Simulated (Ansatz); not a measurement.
**Au: pressure up to the limit of the methods**

How does Au (simple hexagonal type) answer strong compression, and how long do frozen cores keep up with all electrons? Methods of the runs shown: LAPW, crystal datasets and norm-conserving. Companion runs by PAW are cited. Its runs: the reference run (LAPW); volume scaled by 1 (crystal datasets and norm-conserving); volume scaled by 0.88 (LAPW and crystal datasets); volume scaled by 0.78 (LAPW); volume scaled by 0.68 (LAPW); volume scaled by 0.58 (LAPW, crystal datasets and norm-conserving); volume scaled by 0.5 (LAPW); volume scaled by 0.43 (LAPW, crystal datasets and norm-conserving).

Method: DFT PBE, with the methods named in each step, in Ansatz 0.2.0.

**1. Starting point**

Symmetry: P6/mmm, No. 191, hexagonal system. Conventional cell: a = 2.823 Å, b = 2.823 Å, c = 2.802 Å, α = 90.00°, β = 90.00°, γ = 120.00°. Au (site symmetry 6/mmm) is surrounded by 8 Au at 2.80 to 2.82 Å.

As a file:

```cif
data_structure
_symmetry_space_group_name_H-M 'P 1'
_symmetry_Int_Tables_number 1
_cell_length_a 2.8233
_cell_length_b 2.8233
_cell_length_c 2.8024
_cell_angle_alpha 90.000
_cell_angle_beta 90.000
_cell_angle_gamma 120.000
_cell_volume 19.35
loop_
_atom_site_label
_atom_site_type_symbol
_atom_site_fract_x
_atom_site_fract_y
_atom_site_fract_z
_atom_site_occupancy
Au1 Au 0.00000 0.00000 0.00000 1
```

Whether this phase is the stable one at these pressures isn't tested.

**2. The reference volume, LAPW**

input.yaml reads:

```yaml
crystal:
  lattice:
    - [2.8232819446, 0.0, 0.0]
    - [-1.4116409723, 2.445033886, 0.0]
    - [0.0, 0.0, 2.8024459288]
  atoms:
    - { symbol: Au, position: [0.0, 0.0, 0.0] }
kpoints:
  mp_grid: { grid: [15, 15, 14] }
  band_path:
    path:
      - [0.0, 0.0, 0.0]
      - [0.5, 0.0, 0.0]
      - [0.3333333333, 0.3333333333, 0.0]
      - [0.0, 0.0, 0.0]
      - [0.0, 0.0, 0.5]
      - [0.5, 0.0, 0.5]
      - [0.3333333333, 0.3333333333, 0.5]
      - [0.0, 0.0, 0.5]
      - [0.5, 0.0, 0.5]
    npoints: 14
scf:
  occupations: { method: fermi_dirac, width: 0.08 }
hamiltonian:
  xc: pbe
  pseudopotentials: { kind: all_electron, lapw: { basis_error: 0.001 } }
output:
  forces: true
  stress: true
  eigenvalues: true
  populations: true
  dos: { projected: true, de: 0.2, e_range: [-14, 8] }
```

On the command line:

```
ansatz run input.yaml --threads 1 --pin off --max-ram 2048MiB --backend cpu --events-out ev --progress --plain --runs-dir out
```

**3. Volume scaled by 1, crystal datasets**

input.yaml reads:

```yaml
crystal:
  lattice:
    - [2.8232819446, 0.0, 0.0]
    - [-1.4116409723, 2.445033886, 0.0]
    - [0.0, 0.0, 2.8024459288]
  atoms:
    - { symbol: Au, position: [0.0, 0.0, 0.0] }
kpoints:
  mp_grid: { grid: [15, 15, 14] }
scf:
  occupations: { method: fermi_dirac, width: 0.08 }
hamiltonian:
  xc: pbe
  pseudopotentials: { kind: all_electron, datasets: crystal }
output:
  forces: true
  stress: true
  eigenvalues: true
```

**4. Volume scaled by 1, norm-conserving**

Changes to input.yaml since step 3:

```diff
@@ -13,3 +13,3 @@
   xc: pbe
-  pseudopotentials: { kind: all_electron, datasets: crystal }
+  pseudopotentials: { kind: nc }
 output:
```

**5. Volume scaled by 0.88, LAPW**

input.yaml reads:

```yaml
crystal:
  lattice:
    - [2.7163262469, 0.0, 0.0]
    - [-1.3581631235, 2.3524075348, 0.0]
    - [0.0, 0.0, 2.6641860835]
  atoms:
    - { symbol: Au, position: [0.0, 0.0, 0.0] }
kpoints:
  mp_grid: { grid: [15, 15, 14] }
scf:
  occupations: { method: fermi_dirac, width: 0.08 }
hamiltonian:
  xc: pbe
  pseudopotentials: { kind: all_electron, lapw: { basis_error: 0.001 } }
output:
  forces: true
  stress: true
  eigenvalues: true
  populations: true
```

**6. Volume scaled by 0.88, crystal datasets**

Changes to input.yaml since step 5:

```diff
@@ -13,3 +13,3 @@
   xc: pbe
-  pseudopotentials: { kind: all_electron, lapw: { basis_error: 0.001 } }
+  pseudopotentials: { kind: all_electron, datasets: crystal }
 output:
@@ -18,2 +18 @@
   eigenvalues: true
-  populations: true
```

**7. Volume scaled by 0.78, LAPW**

input.yaml reads:

```yaml
crystal:
  lattice:
    - [2.6145359823, 0.0, 0.0]
    - [-1.3072679911, 2.2642545798, 0.0]
    - [0.0, 0.0, 2.5488900376]
  atoms:
    - { symbol: Au, position: [0.0, 0.0, 0.0] }
kpoints:
  mp_grid: { grid: [15, 15, 14] }
scf:
  occupations: { method: fermi_dirac, width: 0.08 }
hamiltonian:
  xc: pbe
  pseudopotentials: { kind: all_electron, lapw: { basis_error: 0.001 } }
output:
  forces: true
  stress: true
  eigenvalues: true
  populations: true
```

**8. Volume scaled by 0.68, LAPW**

Changes to input.yaml since step 7:

```diff
@@ -2,5 +2,5 @@
   lattice:
-    - [2.6145359823, 0.0, 0.0]
-    - [-1.3072679911, 2.2642545798, 0.0]
-    - [0.0, 0.0, 2.5488900376]
+    - [2.5016451171, 0.0, 0.0]
+    - [-1.2508225586, 2.1664882226, 0.0]
+    - [0.0, 0.0, 2.427187096]
   atoms:
```

**9. Volume scaled by 0.58, LAPW**

Changes to input.yaml since step 8:

```diff
@@ -2,5 +2,5 @@
   lattice:
-    - [2.5016451171, 0.0, 0.0]
-    - [-1.2508225586, 2.1664882226, 0.0]
-    - [0.0, 0.0, 2.427187096]
+    - [2.3766507856, 0.0, 0.0]
+    - [-1.1883253928, 2.0582399562, 0.0]
+    - [0.0, 0.0, 2.2937336755]
   atoms:
```

**10. Volume scaled by 0.58, crystal datasets**

Changes to input.yaml since step 9:

```diff
@@ -13,3 +13,3 @@
   xc: pbe
-  pseudopotentials: { kind: all_electron, lapw: { basis_error: 0.001 } }
+  pseudopotentials: { kind: all_electron, datasets: crystal }
 output:
@@ -18,2 +18 @@
   eigenvalues: true
-  populations: true
```

**11. Volume scaled by 0.58, norm-conserving**

Changes to input.yaml since step 10:

```diff
@@ -13,3 +13,3 @@
   xc: pbe
-  pseudopotentials: { kind: all_electron, datasets: crystal }
+  pseudopotentials: { kind: nc }
 output:
```

**12. Volume scaled by 0.5, LAPW**

input.yaml reads:

```yaml
crystal:
  lattice:
    - [2.2649193387, 0.0, 0.0]
    - [-1.1324596694, 1.9614776848, 0.0]
    - [0.0, 0.0, 2.1772598694]
  atoms:
    - { symbol: Au, position: [0.0, 0.0, 0.0] }
kpoints:
  mp_grid: { grid: [15, 15, 14] }
scf:
  occupations: { method: fermi_dirac, width: 0.08 }
hamiltonian:
  xc: pbe
  pseudopotentials: { kind: all_electron, lapw: { basis_error: 0.001 } }
output:
  forces: true
  stress: true
  eigenvalues: true
  populations: true
```

**13. Volume scaled by 0.43, LAPW**

input.yaml reads:

```yaml
crystal:
  lattice:
    - [2.155745341, 0.0, 0.0]
    - [-1.0778726705, 1.8669302294, 0.0]
    - [0.0, 0.0, 2.06689915]
  atoms:
    - { symbol: Au, position: [0.0, 0.0, 0.0] }
kpoints:
  mp_grid: { grid: [15, 15, 14] }
  band_path:
    path:
      - [0.0, 0.0, 0.0]
      - [0.5, 0.0, 0.0]
      - [0.3333333333, 0.3333333333, 0.0]
      - [0.0, 0.0, 0.0]
      - [0.0, 0.0, 0.5]
      - [0.5, 0.0, 0.5]
      - [0.3333333333, 0.3333333333, 0.5]
      - [0.0, 0.0, 0.5]
      - [0.5, 0.0, 0.5]
    npoints: 8
scf:
  occupations: { method: fermi_dirac, width: 0.08 }
hamiltonian:
  xc: pbe
  pseudopotentials: { kind: all_electron, lapw: { basis_error: 0.001 } }
output:
  forces: true
  stress: true
  eigenvalues: true
  populations: true
  dos: { projected: true, de: 0.2, e_range: [-14, 8] }
```

**14. Volume scaled by 0.43, crystal datasets**

input.yaml reads:

```yaml
crystal:
  lattice:
    - [2.155745341, 0.0, 0.0]
    - [-1.0778726705, 1.8669302294, 0.0]
    - [0.0, 0.0, 2.06689915]
  atoms:
    - { symbol: Au, position: [0.0, 0.0, 0.0] }
kpoints:
  mp_grid: { grid: [15, 15, 14] }
scf:
  occupations: { method: fermi_dirac, width: 0.08 }
hamiltonian:
  xc: pbe
  pseudopotentials: { kind: all_electron, datasets: crystal }
output:
  forces: true
  stress: true
  eigenvalues: true
```

**15. Volume scaled by 0.43, norm-conserving**

Changes to input.yaml since step 14:

```diff
@@ -13,3 +13,3 @@
   xc: pbe
-  pseudopotentials: { kind: all_electron, datasets: crystal }
+  pseudopotentials: { kind: nc }
 output:
```

(Steps that only read results are left out.)

Before running it: what results should come out? Wanted: LAPW pressure at 0.43 of the volume; PAW pressure at 0.43 of the volume; PAW; crystal datasets pressure at 0.43 of the volume; norm-conserving pressure at 0.43 of the volume; fitted bulk modulus at zero pressure.

**Answer**, as computed:

```
                                                      quantity       value
                           LAPW pressure at 0.43 of the volume  1017.9 GPa
                            PAW pressure at 0.43 of the volume  1017.5 GPa
PAW (partial_waves polarizable) pressure at 0.43 of the volume  1017.5 GPa
               crystal datasets pressure at 0.43 of the volume  1017.9 GPa
                norm-conserving pressure at 0.43 of the volume  1021.3 GPa
                   fitted bulk modulus at zero pressure (LAPW)     135 GPa
                                       its pressure derivative        5.19
```

What this shows: At 0.43 of the starting volume LAPW gives 1018 GPa. A third-order Birch-Murnaghan curve fits the range only roughly (B₀ = 135 GPa, B′ = 5.19, misfit at most 12.56 GPa). A fit over so wide a range leans to the high pressures, so B₀ can be off by several per cent. Where LAPW's pressure is over 3 GPa, PAW's departs from it by at most 0.1 %, at 0.88 of the volume. The ions are at rest, and the electrons smeared by 0.08 eV. Spin-orbit coupling is left out, though the cell holds Au; in elements this heavy it can shift bands and gaps by tenths of an eV.
